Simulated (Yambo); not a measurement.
# TePb (Fm-3m) in Yambo: a series of runs, part 2 of 2

Yambo 5.3.0. Earlier steps stand in the parts before.

### 4 Optical spectrum, PBEsol

Input file optics5.in:

```
optics
chi
tddft
Chimod= "LRC"
% BndsRnXd
 1 | 35 |
%
NGsBlkXd= 2 Ry
% LongDrXd
 1 | 1 | 0 |
%
% QpntsRXd
 1 | 1 |
%
% EnRngeXd
 0 | 15 | eV
%
% DmRngeXd
 0.1 | 0.1 | eV
%
ETStpsXd= 150
LRC_alpha= -0.5
```

Input file scf.in:

```
&CONTROL
  calculation = 'scf'
  prefix = 'pwscf'
  outdir = './tmp'
  pseudo_dir = './pseudo'
/
&SYSTEM
  ibrav = 0
  nat = 2
  ntyp = 2
  ecutwfc = 80
  nbnd = 22
  occupations = 'smearing'
  smearing = 'fd'
  degauss = 0.00367493
  force_symmorphic = .true.
/
&ELECTRONS
  conv_thr = 4d-10
  electron_maxstep = 120
  mixing_beta = 0.5
/
ATOMIC_SPECIES
Pb   207.2000 Pb.upf
Te   127.6000 Te.upf
CELL_PARAMETERS bohr
   0.0000000000    6.1057051087    6.1057051087
   6.1057051087    0.0000000000    6.1057051087
   6.1057051087    6.1057051087    0.0000000000
ATOMIC_POSITIONS bohr
Pb     0.0000000000    0.0000000000    0.0000000000
Te     6.1057051087    6.1057051087    6.1057051087
K_POINTS automatic
8 8 8 0 0 0
```

Input file nscf.in:

```
&CONTROL
  calculation = 'nscf'
  prefix = 'pwscf'
  outdir = './tmp'
  pseudo_dir = './pseudo'
/
&SYSTEM
  ibrav = 0
  nat = 2
  ntyp = 2
  ecutwfc = 80
  nbnd = 35
  occupations = 'fixed'
  force_symmorphic = .true.
/
&ELECTRONS
  conv_thr = 1d-08
  diago_full_acc = .true.
  diago_thr_init = 1d-06
/
ATOMIC_SPECIES
Pb   207.2000 Pb.upf
Te   127.6000 Te.upf
CELL_PARAMETERS bohr
   0.0000000000    6.1057051087    6.1057051087
   6.1057051087    0.0000000000    6.1057051087
   6.1057051087    6.1057051087    0.0000000000
ATOMIC_POSITIONS bohr
Pb     0.0000000000    0.0000000000    0.0000000000
Te     6.1057051087    6.1057051087    6.1057051087
K_POINTS automatic
8 8 8 0 0 0
```

Potentials or basis: PseudoDojo 0.4.1 SR PBEsol standard.

Started as:

```sh
> OMP_NUM_THREADS=1 pw.x -in scf.in > scf.out
> OMP_NUM_THREADS=1 pw.x -in nscf.in > nscf.out
> cd tmp/pwscf.save; p2y; mv SAVE ../..; cd ../..
> OMP_NUM_THREADS=1 yambo
> OMP_NUM_THREADS=1 yambo -F optics5.in -J optics5 -C optics5_out
```

Yambo's report:

```text
[... sections 02.01 to 02.04 as in the set-up run ...]

  [02.05] Energies & Occupations
  ==============================

  [X] === General ===
  [X] Electronic Temperature                        :  0.000000  0.000000 [eV K]
  [X] Bosonic    Temperature                        :  0.000000  0.000000 [eV K]
  [X] Finite Temperature mode                       : no
  [X] El. density                                   :  0.44471E+24 [cm-3]
  [X] Fermi Level                                   :  8.866157 [eV]

  [X] === Gaps and Widths ===
  [X] Conduction Band Min                           :  0.670360 [eV]
  [X] Valence Band Max                              :  0.000000 [eV]
  [X] Filled Bands                                  :  15
  [X] Empty Bands                                   :   16   35
  [X] Direct Gap                                    :  0.670360 [eV]
  [X] Direct Gap localized at k                     :   5
  [X] Indirect Gap                                  :  0.670360 [eV]
  [X] Indirect Gap between kpts                     :   5   5
  [X] Last valence band width                       :  2.794884 [eV]
  [X] 1st conduction band width                     :  3.413149 [eV]

 [03] Transferred momenta grid and indexing
 ==========================================

 IBZ Q-points                                      :  29
 BZ  Q-points                                      :   512

 K/Q-points units:
 rlu = crystal or reduced units; cc = cartesian coordinates; iku = interal k-units

 Q [ 1]         [rlu]:  0.000000  0.000000  0.000000
 Q [ 2]         [rlu]: -0.24729E-17 -0.24729E-17  0.12500
 Q [ 3]         [rlu]: -0.49459E-17 -0.49459E-17  0.25000
 Q [ 4]         [rlu]:  0.36175E-16  0.36175E-16  0.37500
 Q [ 5]         [rlu]:  0.98918E-17  0.98918E-17 -0.50000
 Q [ 6]         [rlu]:  0.18367E-17  0.12500      0.12500
 Q [ 7]         [rlu]: -0.20809E-17  0.12500      0.25000
 Q [ 8]         [rlu]: -0.49459E-17  0.12500      0.37500
 Q [ 9]         [rlu]:  0.86982E-16  0.12500      0.50000
 Q [10]         [rlu]:  0.98918E-17  0.12500     -0.37500
 Q [11]         [rlu]: -0.92030E-17  0.12500     -0.25000
 Q [12]         [rlu]:  0.49459E-17  0.12500     -0.12500
 Q [13]         [rlu]:  0.36734E-17  0.25000      0.25000
 Q [14]         [rlu]: -0.24729E-17  0.25000      0.37500
 Q [15]         [rlu]: -0.57299E-17  0.25000      0.50000
[... 12 lines left out ...]
 Q [28]         [rlu]:  0.125000 -0.500000 -0.375000
 Q [29]         [rlu]:  0.250000 -0.500000 -0.250000

 [04] Dipoles
 ============

  [04.01] Setup: observables and procedures
  =========================================

  [WF-Oscillators/G space/Transverse up loader] Normalization (few states)  min/max  :  0.38954E-17   1.0000

  [WR./optics5//ndb.dipoles]------------------------------------------------------
   Brillouin Zone Q/K grids (IBZ/BZ)                :    29   512    29   512
   RL vectors                                       :   6855 [WF]
   Fragmentation                                    : yes
   Electronic Temperature                           :  0.000000 [K]
   Bosonic    Temperature                           :  0.000000 [K]
   DIP band range                                   :    1   35
   DIP band range limits                            :  15  16
   DIP e/h energy range                             : -1.000000 -1.000000 [eV]
   RL vectors in the sum                            :   6855
   [r,Vnl] included                                 : yes
   Bands ordered                                    : yes
   Direct v evaluation                              : no
   Approach used                                    : G-space v
   Dipoles computed                                 : R V P [G-space]
   Wavefunctions                                    : Perdew, Burke & Ernzerhof SOL(X)+Perdew, Burke & Ernzerhof SOL(C)

  [WARNING] [r,Vnl^pseudo] included in position and velocity dipoles.

  [WARNING] In case H contains other non local terms, these are neglected

 [05] Optics
 ===========

 [X-CG] R(p) Tot o/o(of R):    6210  153600     100
```

o-optics5.eps_q1_inv_LRC_dyson:

```text
# Absorption @ Q(1):  0.707106781     0.707106781      0.00000000    [q->0 direction]
#
# [ X ] Hartree size                              :  27
# [GEN] GF Energies                               : Perdew, Burke & Ernzerhof SOL(X)+Perdew, Burke & Ernzerhof SOL(C)
# [GEN] Green`s Function                          : T-ordered
#
# [GEN] Gauge                                     : Length
# [GEN] [r,Vnl] included                          : yes
#
#    E[1] [eV]          Im(eps)            Re(eps)            Im(eps_o)          Re(eps_o)
#
        0.000000           45.63228          -151.5874           1.623095           31.67642
        0.100671           44.37484          -149.1046           1.644153           31.77368
        0.201342           40.94031          -142.0065           1.711299           32.07189
        0.302013           36.19222          -131.2043           1.839611           32.59216
        0.402685           31.23710          -117.8148           2.070818           33.37557
        0.503356           27.46358          -102.7723           2.538179           34.47794
[... 142 lines left out ...]
        14.89933           0.239026           0.317970           0.381429           0.209522
        15.00000           0.252578           0.353160           0.412185           0.194773
#
```

It took 55 s on 1 thread of Intel Xeon 6975P-C (Granite Rapids), shared host; peak memory 0.56 GiB.

What came out:

| Property | Result |
| --- | --- |
| Band gap on the k mesh, mean-field level | 0.67 eV, direct |
| Electronic dielectric constant along the field | -151.59 |
| Electronic dielectric constant along the field, independent particles | 31.68 |

Dielectric function (along the field direction of the input):
```tsv
energy (eV)	real part	imaginary part
0.30	-131.20	36.19
0.60	-87.54	27.95
1.01	-58.43	11.94
1.41	-34.32	15.37
1.71	-27.46	7.52
2.11	-18.17	5.45
2.52	-14.33	4.59
2.92	-9.80	4.23
3.22	-8.63	5.12
3.62	-7.14	3.07
4.03	-5.55	2.04
4.43	-3.96	1.89
4.73	-3.02	1.09
5.13	-1.12	1.58
5.54	-1.28	2.44
5.94	-0.30	2.23
6.24	-1.96	3.35
6.64	-1.51	3.51
7.05	-0.87	2.88
7.45	-2.21	2.31
7.75	-2.04	2.12
8.15	-1.68	1.51
8.56	-1.17	0.96
8.96	-0.73	1.28
9.26	-0.89	1.34
9.66	-0.60	1.11
10.07	-0.69	0.89
10.47	-0.77	0.97
10.77	-0.57	0.80
11.17	-0.41	0.73
11.58	-0.33	0.87
11.98	-0.40	0.54
12.28	-0.13	0.44
12.68	-0.25	0.63
13.09	-0.03	0.43
13.49	-0.03	0.44
13.79	0.09	0.34
14.19	0.06	0.37
14.60	0.22	0.25
15.00	0.35	0.25
```

Caveat: the long-range kernel's strength is typed, not fitted to the crystal's screening; spectra need much finer meshes, so this one isn't converged; independent-particle spectra lack excitons; spin-orbit coupling is left out, which as a rule narrows the gap of such compounds by several tenths of an eV. A k mesh can miss the band edges.

### 5 Overview

| direction of the field or of q to 0 | broadening | kernel | top of the energy range | energy points | other keys | gap on the mesh (eV) |
| --- | --- | --- | --- | --- | --- | --- |
| x | 0.3 eV | none (independent particles) | 20 eV | 200 | - | 0.67 |
| z | 0.3 eV | Hartree (RPA with local fields) | 15 eV | 300 | - | 0.67 |
| x + y | 0.1 eV | long-range correction | 15 eV | 150 | several, not listed | 0.67 |

Alike in all rows: task optical spectrum; level PBEsol; potentials or basis PseudoDojo 0.4.1 SR PBEsol standard; no spin polarisation; cell as given; k mesh 8 × 8 × 8; cutoff (eV) 1088; smearing fixed.

Caveats: spectra need much finer meshes, so this one isn't converged; spin-orbit coupling is left out, which as a rule narrows the gap of such compounds by several tenths of an eV; independent-particle spectra lack excitons (some runs); these spectra lack excitons (some runs); the long-range kernel's strength is typed, not fitted to the crystal's screening (some runs).

Total energies depend on the potentials used, so only differences within one code and one set of settings carry meaning.

### 6 How close it comes

Step 2. A measured gap of TePb is 0.19 eV (direct; 4.2 K; a printed reference work, monograph); the calculated 0.67 eV misses it by +0.48 eV. Spin-orbit coupling on Pb, Te is left out. The value is that of PBEsol on a finite k mesh, which can miss the band edges, without temperature or zero-point motion.

Step 3. Against the measured gap of TePb, 0.19 eV (direct; 4.2 K; a printed reference work, monograph), the calculated 0.67 eV is off by +0.48 eV. Spin-orbit coupling on Pb, Te is left out. The value is that of PBEsol on a finite k mesh, which can miss the band edges, without temperature or zero-point motion.
